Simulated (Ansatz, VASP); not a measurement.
# Two plane-wave programs on Hf

File INCAR:

```
SYSTEM = Hf
PREC     = Accurate       ! precision mode
ENCUT    = 600            ! plane-wave cutoff, eV
EDIFF    = 1E-6           ! SCF threshold, eV
ISMEAR   = -1             ! smearing method
SIGMA    = 0.08           ! smearing width, eV
LREAL    = .False.        ! projectors in reciprocal space
LASPH    = .True.         ! aspherical terms in the spheres
NELM     = 100            ! most SCF steps
ALGO     = Normal         ! electronic algorithm
ISIF     = 3              ! what is computed and relaxed
LWAVE    = .False.        ! write WAVECAR
LCHARG   = .False.        ! write CHGCAR
GGA      = PE             ! functional
IBRION   = 2              ! ionic algorithm
NSW      = 60             ! ionic steps
EDIFFG   = -0.005         ! ionic threshold
```

Contents of KPOINTS:

```
regular mesh
0
Gamma
  15 15 15
  0 0 0
```

The input POSCAR:

```
Hf
1.0
    0.0000000000      2.2427254771      2.2427254771
    2.2427254771      0.0000000000      2.2427254771
    2.2427254771      2.2427254771      0.0000000000
Hf
1
Direct
    0.0000000000      0.0000000000      0.0000000000
```

Input for Ansatz:

```yaml
crystal:
  lattice:
    - [0.0, 2.2427254771, 2.2427254771]
    - [2.2427254771, 0.0, 2.2427254771]
    - [2.2427254771, 2.2427254771, 0.0]
  atoms:
    - { symbol: Hf, position: [0.0, 0.0, 0.0] }
kpoints:
  mp_grid: { grid: [15, 15, 15] }
scf:
  occupations: { method: fermi_dirac, width: 0.08 }
hamiltonian:
  xc: pbe
  pseudopotentials: { kind: paw }
output:
  forces: true
  stress: true
relax:
  f_tol: 0.005
  max_steps: 40
  cell: {}
```

Alike in both runs: task relaxation of cell and atoms; functional PBE; k mesh 15 × 15 × 15; occupations fermi-dirac, width 0.08 eV; no spin polarisation.

```csv
,VASP,Ansatz
version,VASP 6.6.1,Ansatz 0.2.0
potentials or method,"VASP PAW PBE potentials, release 64 (Hf_pv)","PAW with Ansatz's default frozen-core files, scalar-relativistic"
plane-wave cutoff (eV),600,420
valence electrons in the cell,10,26
```

```tsv
	VASP	Ansatz	Ansatz less VASP
relaxed volume (Å³/atom)	22.48	22.57	+0.096
relaxed cell length with the largest relative difference (Å)	3.168	3.172	+0.0045
```

The two sets of potentials don't hold the same shells in valence.

Spin-orbit coupling is left out, which matters for the levels of Hf.
